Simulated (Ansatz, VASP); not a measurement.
## Two plane-wave programs on Au

File INCAR:

```
ALGO = Fast
EDIFF = 1E-7
ENCUT = 520
GGA = PS
ISIF = 2
ISMEAR = 0
LASPH = True
LCHARG = False
LREAL = False
LWAVE = False
NBANDS = 12
NELM = 60
PREC = Accurate
SIGMA = 0.15
```

File KPOINTS:

```
k-points
0
Gamma
  20 20 20
```

Contents of POSCAR:

```
Au
1.0
    0.0000000000      1.8538366500      2.0455000000
    2.2371633500      0.0000000000      2.0455000000
    2.2371633500      1.8538366500      0.0000000000
Au
1
Direct
    0.0000000000      0.0000000000      0.0000000000
```

Input for Ansatz:

```yaml
crystal:
  lattice:
    - [0.0, 1.85383665, 2.0455]
    - [2.23716335, 0.0, 2.0455]
    - [2.23716335, 1.85383665, 0.0]
  atoms:
    - { symbol: Au, position: [0.0, 0.0, 0.0] }
basis:
  ecutwfc: 420
kpoints:
  mp_grid: { grid: [20, 20, 20] }
hamiltonian:
  xc: pbesol
scf:
  occupations: { method: gaussian, width: 0.15 }
output:
  forces: true
  stress: true
  eigenvalues: true
  write_density: true
  write_potential: true
  elf: true
  volumetric_format: npy
```

Change from the starting cell: strain +0.0937 x Voigt [1, -1, 0, 0, 0, 0], atoms carried along.

Alike in both runs: task single point; functional PBEsol; k mesh 20 × 20 × 20; occupations gaussian, width 0.15 eV; no spin polarisation.

```csv
,VASP,Ansatz
version,VASP 6.6.1,Ansatz 0.2.0
potentials or method,"VASP PAW PBE potentials, release 64 (Au)","scalar-relativistic, plane waves, PAW"
plane-wave cutoff (eV),520,420
valence electrons in the cell,11,19
```

VASP gave:

- gap on the k mesh at the Fermi level (eV): none
- pressure (GPa): 1.4
- largest component of the traceless stress (GPa): 4.44

**Question.** Estimate Ansatz's values.

**Answer.** gap on the k mesh at the Fermi level (eV): none; pressure (GPa): 1.7; largest component of the traceless stress (GPa): 4.47.

A gap of «none» marks a metal or a gap that the smearing closes. The two sets of potentials don't hold the same shells in valence.

Caveats: the PAW data sets were made with another functional, which shifts forces and pressure a little (VASP). The runs have no spin-orbit coupling, so splittings on Au are missing.
